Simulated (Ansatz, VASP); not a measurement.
# Al26N27 (V_Al): VASP beside Ansatz

One calculation is typed for both programs; each brings its own data sets. How far apart do they land? The cell is taken from a series of runs on this material, whose earlier steps may have relaxed, scaled, displaced or heated it; both programs get it as it stands.

Program: Ansatz 0.2.0. Level of theory: plane waves, with VASP 6.6.1 beside it; single point at r2SCAN. Results are calculated unless marked as measured.

## 1. Starting point

The cell holds 53 atoms: 26 Al and 27 N. Its edges and angles: a = 9.408 Å, b = 9.408 Å, c = 9.408 Å, α = 60.0°, β = 60.0°, γ = 60.0°. It derives from AlN (AlN (F-43m)). Nearest the centre at fractional (0.333, 0.667, 0.667): N44 at 2.12 Å, N43 at 2.14 Å, N41 at 2.22 Å, N35 at 2.23 Å, Al26 at 3.09 Å, Al12 at 3.09 Å, Al16 at 3.10 Å, Al25 at 3.11 Å.

Coordinates:

```
Al N
1.0
     0.00000    6.65250    6.65250
     6.65250    0.00000    6.65250
     6.65250    6.65250    0.00000
Al N
26 27
Direct
  0.00130 0.99947 0.99953
  0.00136 0.99956 0.33273
  0.99386 0.01920 0.66037
  0.00071 0.33483 0.99873
  0.99555 0.32966 0.34660
  0.99539 0.32951 0.66196
  0.00003 0.66678 0.00224
  0.00034 0.66797 0.33244
  0.99803 0.66700 0.66493
  0.33418 0.99922 0.99900
  0.33362 0.99694 0.33479
  0.33505 0.99297 0.67017
  0.33267 0.33414 0.00223
  0.33385 0.33447 0.33243
  0.33291 0.33212 0.66493
  0.33543 0.66956 0.99416
  0.33375 0.66787 0.33255
  0.66453 0.99862 0.00118
  0.66526 0.99937 0.33421
  0.66404 0.99812 0.66913
  0.66535 0.33543 0.99951
  0.66546 0.33547 0.33273
  0.68512 0.32794 0.66036
  0.66510 0.66830 0.99899
  0.66284 0.66775 0.33479
  0.65885 0.66916 0.67018
  0.08278 0.08463 0.08331
  0.08743 0.08105 0.41166
  0.08699 0.08092 0.75417
  0.08335 0.41746 0.08512
  0.08770 0.42183 0.41197
  0.08316 0.41725 0.74823
  0.08276 0.75085 0.08444
  0.08268 0.75080 0.41629
  0.04299 0.77008 0.76004
  0.41588 0.08460 0.08316
  0.41589 0.08466 0.41655
  0.41564 0.08496 0.74932
  0.41673 0.41690 0.08443
  0.41669 0.41679 0.41628
  0.43598 0.37710 0.76004
  0.41573 0.74984 0.08424
  0.42534 0.75944 0.38746
  0.42450 0.75862 0.75982
  0.74970 0.08382 0.08343
  0.74991 0.08402 0.41692
  0.74458 0.07867 0.75543
  0.75052 0.41691 0.08331
  0.74696 0.42155 0.41164
  0.74682 0.42111 0.75416
  0.75050 0.74998 0.08316
  0.75054 0.75000 0.41655
  0.75087 0.74973 0.74932
```

## 2. Ansatz: single point, r2SCAN

Ansatz runs on its PAW soft_1 files.

With cell and atoms fixed, the geometry can't cause a difference; cores, projectors, grids and the points listed under the comparison can.

File input.yaml:

```yaml
crystal:
  checkpoint: "../qm2_M3.relax.run"
  host: checkpoint
basis:
  ecutwfc: 500
  xc_grid: 2
hamiltonian:
  xc: r2scan
  pseudopotentials: { kind: paw, azcp: { folder: soft_1 } }
kpoints:
  mp_grid: { grid: [2, 2, 2], shift: [0.5, 0.5, 0.5] }
scf:
  occupations: { method: fermi_dirac, width: 0.01 }
  max_iter: 80
output:
  forces: true
  eigenvalues: true
  charged_corrections: { defect_position: [0.333333, 0.666667, 0.666667] }
checkpoint:
  read: "../qm2_M3.relax.run"
  write: "../qm2_M3.point_neutral.run"
  compress: false
  write_wavefunctions: false
  write_every: 100000
magnetization:
  spin_polarized: true
  initial_magnetization: 1
  spin_locking: { lock_magnetization: hard }
```

On the command line:

```bash
> ansatz run input.yaml --threads 8 --pin off --max-ram 15073MiB --backend cpu --events-out ev --progress --plain --runs-dir out
```

Numbers of over 12 decimals in the logs are rounded to 6 here.

What it wrote:

```text
Warning: This run holds its total moment fixed (magnetization.spin_locking.lock_magnetization: hard) and mixes its density by anderson or broyden (scf.mixing.algorithm, typed or taken by auto). Slabs with a fixed moment have converged under broyden above another state at the same moment, at the default mixing steps and at smaller ones, and under scf.lower_state_search: standard, light or off a state that such a mixer [...]
checkpoint.read: neither the saved density nor the saved orbitals are used: the state is of another total charge, and does not settle where this run's electrons and spins go. The run starts from its atoms. Which states do: the manual's quickstart, A charge series.
crystal.checkpoint: the structure is that of <dir>, a `relax` run, at its step 9: its result, under r2scan at a charge of -2 e; 53 atoms read, 3 with a starting moment; this deck's charge is 0 e; this run starts in the magnetic order that was found there; no density is read with it (checkpoint.read); crystal.structure_sha256 for this input is
Engine: ansatz 0.2.0, x86_64-unknown-linux-gnu
Pseudopotentials: kind: paw
Pseudopotential: Al, paw, valence charge 3, recommended cutoff 500 eV (meta_gga), soft_1/Al.paw.azcp
Pseudopotential: N, paw, valence charge 5, recommended cutoff 500 eV (meta_gga), soft_1/N.paw.azcp
Functional definition: r2SCAN
  parameter k0 = 0.174
  parameter k1 = 0.065
  parameter a1 = 4.9479
  exchange = r2scan_x(k0 = k0, k1 = k1, a1 = a1)
  correlation = r2scan_c
Crystal: 53 atoms, lattice volume = 588.824 Å³
Basis set: ecut = 500 eV, 15065 PW (Γ), exchange–correlation on 144×144×144 points (8 copies of the dense FFT grid, shifted against one another)
Bands: 160, of which v1, the nominal top of the filled ones, is band 107 counted from 1 (106 counted from 0)
Symmetry: 1 space group operations
Space group: P1 (ITA 1), of the structure as read, at distance tolerance 8.4e-5 Å
Magnetic group: BNS 1.1 (UNI 1), of the structure as read, at distance tolerance 8.4e-5 Å
k-points: 4 of 8 (time reversal used)
Non-local potential: Al, projectors of the file, l = 0: 2, l = 1: 2, l = 2: 1
Non-local potential: N, projectors of the file, l = 0: 2, l = 1: 2, l = 2: 1
PAW form: soft (Blöchl's): semilocal exchange-correlation on the pseudo side does not see the compensation charge
PAW frozen core: Al, regenerated for the run's functional (the file was generated under x = pbe(κ = 0.804, μ = 0.219515), c = pbe(β = 0.066725))
PAW frozen core: N, regenerated for the run's functional (the file was generated under x = pbe(κ = 0.804, μ = 0.219515), c = pbe(β = 0.066725))
PAW one-centre angular grid: Al, 302 points (default); XC on 160 Gauss nodes
PAW one-centre angular grid: N, 302 points (default); XC on 160 Gauss nodes
Initial density: superposition of atomic densities (chi_scale 0.1, normalization cell, long waves kept (reshape's long-wave potential 0.09 eV rms))
Starting moments: Σ|m| = 1 μB on 3 of 53 sites
Initial wavefunctions: pseudopotential atomic-orbital guess
Functional: x = r2scan, c = r2scan; τ floored in thin density (d = 2e-4 eV/Å³)
SCF iter   1: F=—  HF=-24540.869709 eV  |F-HF|=—  |Δ(HF+E_count)|=         —  Δρ=6.53e-2 (↑6.34e-2 ↓6.53e-2)  dr2=1.23e2  dr2_τ=3.28e0  dr2_m=1.29e-1  M=1.000 μB ∫|m|=1.099 μB  β_m=1.20  ethr=3.10e-3  ⟨swp⟩=6.0  Hψ=5505  notcnv=0  defer=197
preconditioner: auto → Resta (q_TF=auto, 2.303 Å⁻¹)  ε∞=3.3  [insulator: Δε(μ)=0.102 eV  Ē_g=14.735 eV  σ=0.010 eV  W_gap=0.99  n_scr=112 (ndim 8)  ℏωp=22.3 eV  f_vac=0.000  D(μ)=0.43/eV (n_scr^D=0)  ε∞_Penn≈3.3]
spin=Collinear: Resta preconditioning applied to the charge; magnetization (m = ρ↑ − ρ↓) channel mixes plain (no charge-response kernel on spin).
SCF iter   2: F=—  HF=-24518.638067 eV  |F-HF|=—  |Δ(HF+E_count)|=    2.22e1  Δρ=3.55e-2 (↑3.55e-2 ↓3.43e-2)  dr2=3.65e1  dr2_τ=4.74e-1  dr2_m=2.08e-2  M=1.000 μB ∫|m|=1.306 μB  β_m=1.20  ethr=3.10e-3  ⟨swp⟩=3.0  Hψ=2397  notcnv=0  defer=390  κ⁻¹=1.0e0(r=1)
SCF iter   3: F=—  HF=-24515.932907 eV  |F-HF|=—  |Δ(HF+E_count)|=    2.71e0  Δρ=2.37e-2 (↑2.37e-2 ↓2.32e-2)  dr2=1.46e1  dr2_τ=3.43e-1  dr2_m=3.94e-2  M=1.000 μB ∫|m|=1.363 μB  β_m=1.20  ethr=3.10e-3  ⟨swp⟩=2.8  Hψ=1900  notcnv=0  defer=391  κ⁻¹=4.8e-1(r=2)
SCF iter   4: F=—  HF=-24515.778325 eV  |F-HF|=—  |Δ(HF+E_count)|=   1.55e-1  Δρ=1.55e-2 (↑1.55e-2 ↓1.55e-2)  dr2=2.98e0  dr2_τ=4.39e-2  dr2_m=1.83e-1  M=1.000 μB ∫|m|=2.412 μB  β_m=1.20  ethr=3.10e-3  ⟨swp⟩=2.8  Hψ=1930  notcnv=0  defer=389  κ⁻¹=1.9e-2(r=3)
[...]
atom   3  Al    -0.13497879    -0.51563501    -0.34634598
  atom   4  N      1.42746482     0.16580380    -0.12806575
  atom   5  Al    -1.12833015     1.22730746    -1.22867663
  atom   6  N     -0.22478931    -1.50332519    -0.01614406
  atom   7  Al     0.03519903     0.03488344    -0.00223926
  atom   8  N      0.03404496     0.03445366    -0.08026347
  atom   9  Al    -1.37806596    -1.37834364     1.62761769
  atom  10  N      0.01514994     0.01562641    -1.59735583
  atom  11  Al     1.40019078     1.40150848     1.56453808
  atom  12  N     -0.09418445    -0.09481677    -0.02431784
  atom  13  Al     0.27327886     0.41559089    -0.27478683
  atom  14  N     -0.24880030    -0.02718941     0.17567304
  atom  15  Al     0.26049321    -0.25219245     0.16215169
  atom  16  N     -0.04720937     0.20453191     0.20066667
  atom  17  Al    -0.44877316    -0.08731261    -0.23083684
  atom  18  N      0.07712640    -0.13067436     0.15376833
  atom  19  Al     0.31774120    -0.19396121     0.01612626
  atom  20  N     -0.20942981     0.12301613    -0.27337632
  atom  21  Al     0.67361768    -0.26613353     1.04324922
  atom  22  N     -0.03474092     0.00339675    -0.43502260
  atom  23  Al     0.14472934    -0.54052357     0.81357837
  atom  24  N     -0.03452848     0.25470911    -0.13676284
  atom  25  Al     0.41586636     0.27460564    -0.27444794
  atom  26  N     -0.02819753    -0.24976765     0.17517990
[...]
atom  46  Al     1.22890551    -1.12975066    -1.22737539
  atom  47  N     -1.50308731    -0.22545570    -0.01838572
  atom  48  Al    -0.19274973     0.32093937     0.01757432
  atom  49  N      0.12278447    -0.21072589    -0.27429198
  atom  50  Al    -0.26788534     0.67251130     1.03999017
  atom  51  N      0.00488876    -0.03408345    -0.43442277
  atom  52  Al    -0.54043347     0.14357761     0.81470970
  atom  53  N      0.25384597    -0.03532962    -0.13703241
  max |Σ_I F_I| component: 5.40e-3 eV/Å
--- Band table (eV; the first three rows and the last of 8) ---
  k-point 0 ↑: bands = [... 103 lower, 5.6654, 5.8302, 5.8884, 6.4878, 7.1546, 9.8831, 11.0450, 11.1765, ... 49 higher]
  k-point 1 ↑: bands = [... 103 lower, 5.6587, 5.6767, 5.8531, 6.4061, 7.0638, 9.8933, 10.8222, 11.4807, ... 49 higher]
  k-point 2 ↑: bands = [... 103 lower, 5.6517, 5.6832, 5.7867, 6.4993, 7.1207, 9.9091, 10.8307, 11.3890, ... 49 higher]
  k-point 3 ↓: bands = [... 103 lower, 5.7049, 5.8146, 6.2391, 7.6484, 7.7877, 9.9148, 10.8418, 11.4170, ... 49 higher]
```

In the SCF lines HF is the Harris–Foulkes energy and dr2 the Hartree energy of the density residual, in eV; the loop may stop once dr2 is under the threshold and the program's other checks hold. Hψ counts applications of the Hamiltonian.

## 3. VASP: single point, r2SCAN

The same cell, functional, mesh and smearing now go to VASP, with its own data sets.

Lines of VASP's logs that name or quote its potential files are left out, and so is its time.

File INCAR:

```
SYSTEM = Al26N27
PREC = Accurate
ENCUT = 580
EDIFF = 1E-06
NELM = 200
ISMEAR = -1
SIGMA = 0.01
LREAL = Auto
ALGO = Normal
METAGGA = R2SCAN
LASPH = .TRUE.
NBANDS = 144
ISPIN = 2
MAGMOM = 0 -0 -0 0 0 -0 -0 0 -0 0 0 0 -0 0 -0 -0 0 -0 -0 -0 0 -0 -0 0 0 0 0 0 0 0 -0 0 -0 -0 0.58 0 -0 0.04 -0 -0 0.58 -0.06 -0.43 -0.07 -0 -0 0.07 0 0 0 0 -0 0.04
LORBIT = 11
LWAVE = .FALSE.
LCHARG = .FALSE.
ISIF = 2
ISYM = 0
NUPDOWN = 1
GGA_COMPAT = .FALSE.
LMIXTAU = .TRUE.
KPAR = 4
```

File POSCAR:

```
Al26N27
1.0
    0.0000000000      6.6525027110      6.6525027110
    6.6525027110      0.0000000000      6.6525027110
    6.6525027110      6.6525027110      0.0000000000
Al N
26 27
Direct
    0.0012998108      0.9994676590      0.9995263592
    0.0013594612      0.9995582000      0.3327302323
    0.9938572601      0.0191983296      0.6603688355
    0.0007116167      0.3348309166      0.9987330344
    0.9955534393      0.3296604903      0.3465966361
    0.9953924235      0.3295077706      0.6619568344
    0.0000266920      0.6667829709      0.0022416114
    0.0003396743      0.6679684651      0.3324435181
    0.9980341878      0.6669983773      0.6649324808
    0.3341837811      0.9992207999      0.9989972651
    0.3336178723      0.9969384589      0.3347899245
    0.3350548842      0.9929715844      0.6701685253
    0.3326709989      0.3341434331      0.0022339986
    0.3338467093      0.3344690259      0.3324333345
    0.3329133250      0.3321246461      0.6649279118
    0.3354289963      0.6695604035      0.9941626199
    0.3337506428      0.6678731213      0.3325510510
    0.6645339019      0.9986243459      0.0011775624
    0.6652573283      0.9993654634      0.3342106653
    0.6640390387      0.9981178052      0.6691327972
    0.6653469307      0.3354285431      0.9995113460
    0.6654560352      0.3354717079      0.3327262569
    0.6851158337      0.3279378478      0.6603634692
    0.6651034319      0.6682956048      0.9989860526
    0.6628374494      0.6677474757      0.3347866562
    0.6588549760      0.6691635885      0.6701774511
    0.0827831347      0.0846333679      0.0833113607
    0.0874346814      0.0810541999      0.4116580334
    0.0869898920      0.0809205596      0.7541712118
    0.0833473818      0.4174572726      0.0851155670
    0.0877043664      0.4218307202      0.4119746878
    0.0831596841      0.4172476467      0.7482301914
    0.0827644645      0.7508491355      0.0844383706
    0.0826770608      0.7508008314      0.4162850796
    0.0429902244      0.7700795651      0.7600404032
    0.4158779818      0.0845989361      0.0831597796
    0.4158919716      0.0846614484      0.4165464161
    0.4156434851      0.0849599399      0.7493205926
    0.4167305426      0.4168967732      0.0844332855
    0.4166908865      0.4167928422      0.4162843274
    0.4359846809      0.3770981335      0.7600402193
    0.4157347890      0.7498376457      0.0842400981
    0.4253371544      0.7594399102      0.3874635917
    0.4245024977      0.7586184119      0.7598156543
    0.7496983634      0.0838236108      0.0834263946
    0.7499126017      0.0840240324      0.4169166585
    0.7445776910      0.0786671674      0.7554257096
    0.7505188638      0.4169054040      0.0833103057
    0.7469570546      0.4215457181      0.4116431130
    0.7468235160      0.4211098386      0.7541576259
    0.7504975490      0.7499795294      0.0831645776
    0.7505437192      0.7500028037      0.4165493936
    0.7508713831      0.7497308505      0.7493233200
```

File KPOINTS:

```
Points of the shifted mesh
8
Reciprocal
 0.2500000000  0.2500000000  0.2500000000 1
 0.2500000000  0.2500000000  0.7500000000 1
 0.2500000000  0.7500000000  0.2500000000 1
 0.2500000000  0.7500000000  0.7500000000 1
 0.7500000000  0.2500000000  0.2500000000 1
 0.7500000000  0.2500000000  0.7500000000 1
 0.7500000000  0.7500000000  0.2500000000 1
 0.7500000000  0.7500000000  0.7500000000 1
```

PAW data sets: Al and N (PBE family, release 64).

On the command line:

```bash
> mpirun -np 8 vasp_std
```

What it wrote:

```text
[banner, memory and clock lines left out]
running    8 mpi-ranks, on    1 nodes
[...]
|                                                                             |
|           W    W    AA    RRRRR   N    N  II  N    N   GGGG   !!!           |
|           W    W   A  A   R    R  NN   N  II  NN   N  G    G  !!!           |
|           W    W  A    A  R    R  N N  N  II  N N  N  G       !!!           |
|           W WW W  AAAAAA  RRRRR   N  N N  II  N  N N  G  GGG   !            |
|           WW  WW  A    A  R   R   N   NN  II  N   NN  G    G                |
|           W    W  A    A  R    R  N    N  II  N    N   GGGG   !!!           |
|                                                                             |
|     For optimal performance we recommend to set                             |
|       NCORE = 2 up to number-of-cores-per-socket                            |
|     NCORE specifies how many cores store one orbital (NPAR=cpu/NCORE).      |
|     This setting can greatly improve the performance of VASP for DFT.       |
[...]
|                                                                             |
|     You enforced a specific xc type in the INCAR file but a different       |
|     [... a line on the potential file left out ...]
|     I HOPE YOU KNOW WHAT YOU ARE DOING!                                     |
|                                                                             |

 LDA part: xc-table for (None), standard interpolation
 POSCAR, INCAR and KPOINTS ok, starting setup
[...]
entering main loop
       N       E                     dE             d eps       ncg     rms          rms(c)
DAV:   1     0.858997127326E+03    0.85900E+03   -0.10777E+05  4608   0.149E+03
DAV:   2    -0.499931382300E+03   -0.13589E+04   -0.13033E+04  5792   0.296E+02
DAV:   3    -0.610102091304E+03   -0.11017E+03   -0.10890E+03  5472   0.905E+01
DAV:   4    -0.612038977348E+03   -0.19369E+01   -0.19303E+01  5408   0.127E+01
[...]
DAV:  20    -0.500178433237E+03   -0.63735E-05   -0.26581E-05  5024   0.172E-02    0.134E-02
DAV:  21    -0.500178440668E+03   -0.74304E-05   -0.13085E-05  5440   0.111E-02    0.111E-02
DAV:  22    -0.500178440782E+03   -0.11454E-06   -0.59107E-06  5232   0.752E-03
   1 F= -.50017844E+03 E0= -.50017844E+03  d E =-.296343E-12  mag=     1.0000
```

Parts of OUTCAR (step 3):

```text
  FREE ENERGIE OF THE ION-ELECTRON SYSTEM (eV)
  ---------------------------------------------------
  free  energy   TOTEN  =      -500.1784407824 eV

  energy  without entropy=     -500.1784407824  energy(sigma->0) =     -500.17844078

 magnetization (x)
# of ion       s       p       d       tot
------------------------------------------
    1       -0.000   0.000   0.000  -0.000
    2       -0.000  -0.000   0.000  -0.000
    3       -0.003  -0.004   0.000  -0.007
    4       -0.000   0.000   0.000  -0.000
    5       -0.000   0.000   0.000   0.000
    6       -0.000   0.000   0.000  -0.000
    7       -0.003  -0.006   0.000  -0.010
    8        0.000   0.000   0.000   0.000
    9       -0.003  -0.006   0.000  -0.009
   10        0.000   0.000   0.000   0.000
   11        0.003   0.006   0.000   0.009
   12        0.001   0.002   0.000   0.003
   13       -0.003  -0.006   0.000  -0.010
[...]
--------------------------------------------------
tot          0.024   0.637   0.000   0.661
```

The run ends at a pressure of -6.66 GPa, with forces up to 2.5 eV/Å.

## 4. Differences

Known differences besides the potentials themselves: VASP starts from the moments at which Ansatz ended; VASP keeps PBE cores, Ansatz makes them for the functional; the cutoff is 500 eV in Ansatz and 580 eV in VASP (PREC = Accurate, projectors in real space); site moments are counted in spheres of each program's own size. Total energies have different zeros and are not compared.

Both answers:

```csv
quantity,Ansatz,VASP,difference
"total moment, fixed by the input (μB)",1.00,1.00,0.00
moment on N41 (μB),0.58,0.55,+0.03
moment on N35 (μB),0.58,0.55,+0.03
moment on N43 (μB),-0.43,-0.43,0.00
moment on N44 (μB),-0.07,-0.06,-0.01
moment on N47 (μB),0.07,0.06,0.00
moment on N42 (μB),-0.06,-0.06,0.00
```

Forces on 10 of the 53 atoms, those with the largest forces and the largest differences (eV/Å; atoms numbered as in POSCAR):

```csv
atom,"Ansatz x, y, z","VASP x, y, z"
Al3,"-1.128, 1.227, -1.229","-1.122, 1.234, -1.235"
Al5,"-1.378, -1.378, 1.628","-1.381, -1.385, 1.632"
Al6,"1.400, 1.402, 1.565","1.406, 1.402, 1.561"
Al11,"0.674, -0.266, 1.043","0.706, -0.290, 1.072"
Al17,"-0.448, -0.447, -1.116","-0.479, -0.484, -1.143"
Al23,"1.229, -1.130, -1.227","1.236, -1.124, -1.233"
Al25,"-0.268, 0.673, 1.040","-0.296, 0.709, 1.067"
N31,"0.015, 0.016, -1.597","0.014, 0.018, -1.602"
N47,"-0.083, -0.083, 1.555","-0.084, -0.083, 1.566"
N50,"-1.503, -0.225, -0.018","-1.512, -0.225, -0.019"
```

The forces differ by 9.7 meV/Å r.m.s., which is 1.7 % of the r.m.s. force of 0.560 eV/Å (both taken over all components).

## 5. Summary of results

* r.m.s. force difference (single point, r2SCAN): 1.7 % of the r.m.s. force

The r.m.s. force difference is 1.7 % of the r.m.s. force (single point, r2SCAN), within the 3 % picked in this series as the mark of a large difference. How closely two codes agree says nothing of how well the functional describes the real material.

[Lines on the potential files, build, host, timing and source positions are cut from VASP's logs without a mark.]

[Logs are printed without paths, hosts, clocks, repeated set-up lines and the standing remarks that a program may print on its own settings, such as how far it seeks lower states.]

[Hosts, paths, dates, database ids (printed as entryN), source tags and the programs' standing remarks are cut or masked in the printed files.]
